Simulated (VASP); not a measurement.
Set up this calculation in VASP 6.6.1, as the native input.

- Task: band structure
- Functional: TPSS
- Potentials or basis: VASP PAW PBE potentials, release 64 (Zn, S)
- Cutoff: 520 eV
- k mesh: 8 × 8 × 5
- Occupations: fermi-dirac, width 0.05 eV
- Spin: no spin polarisation
- Further INCAR settings: ALGO = Normal; EDIFF = 1e-06; NBANDS = 26

The structure of ZnS (Wurtzite-2H) lies in POSCAR:

```
ZnS
1.0
    3.8110000000      0.0000000000      0.0000000000
   -1.9055000000      3.3004228138      0.0000000000
    0.0000000000      0.0000000000      6.2340000000
Zn S
2 2
Direct
    0.6666666667      0.3333333333      0.5000000000
    0.3333333333      0.6666666667      0.0000000000
    0.6666666667      0.3333333333      0.8850000000
    0.3333333333      0.6666666667      0.3850000000
```

These files were run (other wordings do the same):

INCAR

```
ALGO     = Normal         # electronic algorithm
EDIFF    = 1E-6           # SCF threshold, eV
ENCUT    = 520            # plane-wave cutoff, eV
ISIF     = 2              # what is computed and relaxed
ISMEAR   = -1             # smearing method
LASPH    = True           # aspherical terms in the spheres
LCHARG   = False          # write CHGCAR
LMIXTAU  = True         
LREAL    = False          # projectors in reciprocal space
LWAVE    = False          # write WAVECAR
METAGGA  = TPSS           # meta-GGA
NBANDS   = 26             # bands
NELM     = 100            # most SCF steps
PREC     = Accurate       # precision mode
SIGMA    = 0.05           # smearing width, eV
```

KPOINTS

```
k-points
0
Gamma
  8 8 5
```

KPOINTS_OPT

```
path GMKGALHA,LM,KH
15
line-mode
reciprocal
 0.0000000000  0.0000000000  0.0000000000  G
 0.5000000000  0.0000000000  0.0000000000  M

 0.5000000000  0.0000000000  0.0000000000  M
 0.3333333333  0.3333333333  0.0000000000  K

 0.3333333333  0.3333333333  0.0000000000  K
 0.0000000000  0.0000000000  0.0000000000  G

 0.0000000000  0.0000000000  0.0000000000  G
 0.0000000000  0.0000000000  0.5000000000  A

 0.0000000000  0.0000000000  0.5000000000  A
 0.5000000000  0.0000000000  0.5000000000  L

 0.5000000000  0.0000000000  0.5000000000  L
 0.3333333333  0.3333333333  0.5000000000  H

 0.3333333333  0.3333333333  0.5000000000  H
 0.0000000000  0.0000000000  0.5000000000  A

 0.5000000000  0.0000000000  0.5000000000  L
 0.5000000000  0.0000000000  0.0000000000  M

 0.3333333333  0.3333333333  0.0000000000  K
 0.3333333333  0.3333333333  0.5000000000  H
```

Potentials or basis: VASP PAW PBE potentials, release 64 (Zn, S).

Command:

```console
$ cat potpaw_PBE.64/Zn/POTCAR potpaw_PBE.64/S/POTCAR > POTCAR
$ mpirun -np 1 vasp_std > vasp.out
```

It gave:

```
Pressure                : 1.7 GPa
Largest force           : 0.307 eV/Å
Band gap on the k mesh  : 2.46 eV, direct
Band gap along the path : 2.46 eV, direct
```

Caveat: the PAW data sets were made with another functional, which shifts forces and pressure a little.

Wall time 7.8 min on 1 thread of AMD EPYC 9R45 (Zen 5), on a shared host, peak memory 0.21 GiB.
